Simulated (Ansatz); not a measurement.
A run of Ansatz 0.2.0 is set up as follows.

Contents of input.yaml:

```yaml
crystal:
  lattice:
    - [-1.641, 1.641, 1.641]
    - [1.641, -1.641, 1.641]
    - [1.641, 1.641, -1.641]
  atoms:
    - { symbol: Ti, position: [0.0, 0.0, 0.0] }
hamiltonian:
  xc: pbesol
  pseudopotentials: { kind: paw }
kpoints:
  mp_grid: { grid: [11, 11, 11] }
  band_path:
    path:
      - [[0.0, 0.0, 0.0], [0.5, -0.5, 0.5], [0.0, 0.0, 0.5], [0.0, 0.0, 0.0], [0.25, 0.25, 0.25], [0.5, -0.5, 0.5]]
      - [[0.25, 0.25, 0.25], [0.0, 0.0, 0.5]]
    npoints: 14
scf:
  occupations: { method: fermi_dirac, width: 0.05 }
  n_extra_bands: 6
output:
  forces: true
  stress: true
  eigenvalues: true
  fatbands: false
```

Potentials or basis: Ansatz PAW.

Run with:

```sh
$ ansatz run input.yaml --threads 2 --pin off --max-ram 5632MiB --backend cpu --events-out ev --progress --plain --runs-dir out
```

(1) Estimate the band gap on the k mesh.

(2) Estimate the pressure.

Answers

(1) none (metal or under the smearing width).

(2) -6.8 GPa.

Caveat: the PAW data sets come from PBE, with cores solved anew for the run's functional, which leaves a small shift of forces and pressure.
